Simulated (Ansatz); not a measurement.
Compressing Ga: a fit and a missing row

Ga, I-43d, a = 6.104 Å. This isn't the element's structure at ambient conditions. Ansatz: PBE, PAW, 420 eV, Γ-centred 8×8×8 mesh on 6 atoms, Gaussian smearing 0.10 eV; no spin polarisation. Symmetry fixes shape and atoms, so the cell is only scaled; pressure is positive in compression.

```tsv
V (Å³/atom)	P (GPa)
16.680	8.44
17.248	?
17.817	3.44
18.386	1.55
18.954	-0.03
19.523	-1.35
20.091	-2.45
20.850	-3.63
```

**Question.** Take V0 = 18.954 Å³/atom, count pressures from its P0 = -0.03 GPa, fit the third-order Birch–Murnaghan form to the other rows, and predict the missing pressure.

**Answer.** With the Eulerian strain f = ½[(V0/V)^(2/3) − 1] and y = (P − P0)/[3f(1 + 2f)^(5/2)], the form is the line y = B0 + 1.5 B0 (B0′ − 4) f. Rows (f, y): 0.04447, 51.3; 0.02105, 49.6; 0.01025, 48.8; -0.00976, 47.4; -0.01905, 46.7; -0.03079, 45.7. Means f = 0.002695, y = 48.250; Σ(Δf)² = 0.003888, ΣΔfΔy = 0.2860; the slope is their ratio. y = 48.05 + 73.56 f GPa, so B0 = 48.0 GPa and B0′ = 4 + 2 × (73.56)/(3 × 48.05) = 5.02. At V = 17.248, f = 0.03245, y = 50.44 and P = 5.72 GPa. The run gave 5.71 GPa, so the fit is 0.01 GPa too high, a small miss on the scale of the series.

Cost: 8 runs of about 4.3 core-minutes in all, on Intel Xeon Processor @ 2.50GHz (Skylake/Cascade Lake) (shared hosts).